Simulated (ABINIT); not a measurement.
Ga:

```
CELL_PARAMETERS angstrom
-1.38440 1.38440 2.31122
1.38440 -1.38440 2.31122
1.38440 1.38440 -2.31122
ATOMIC_POSITIONS crystal
Ga 0.00000 0.00000 0.00000
```

This isn't the form of Ga at room conditions, which is orthorhombic.

```yaml
Program: ABINIT 10.8.3 (patched build)
Task: relaxation of cell and atoms
Functional: LDA
Potentials_or_basis: JTH PAW LDA v2.0
Cutoff: 463 eV
k_mesh: 13 × 13 × 13
Occupations: fermi-dirac, width 0.05 eV
Spin: no spin polarisation
```

At the start: pressure -2.3 GPa; volume 17.72 Å³/atom.

How do energy, volume and symmetry change on relaxing?

Over 4 steps the energy falls by 5.1 meV/atom and the volume is 17.06 Å³/atom (-3.7 %); space group I4/mmm (No. 139, to 0.05 Å).

The path:
```tsv
step	energy change (eV)	largest force (eV/Å)	pressure (GPa)	volume (Å³)
1	0.0000	0.0000	-2.34	17.72
2	-0.0017	0.0000	-1.93	17.59
3	-0.0051	0.0000	0.13	17.02
4	-0.0051	0.0000	-0.01	17.06
```

Final structure:
```yaml
crystal:
  lattice:
    - [-1.36598, 1.36598, 2.28548]
    - [1.36598, -1.36598, 2.28548]
    - [1.36598, 1.36598, -2.28548]
  atoms:
    - { symbol: Ga, position: [0.00000, 0.00000, 0.00000] }
```
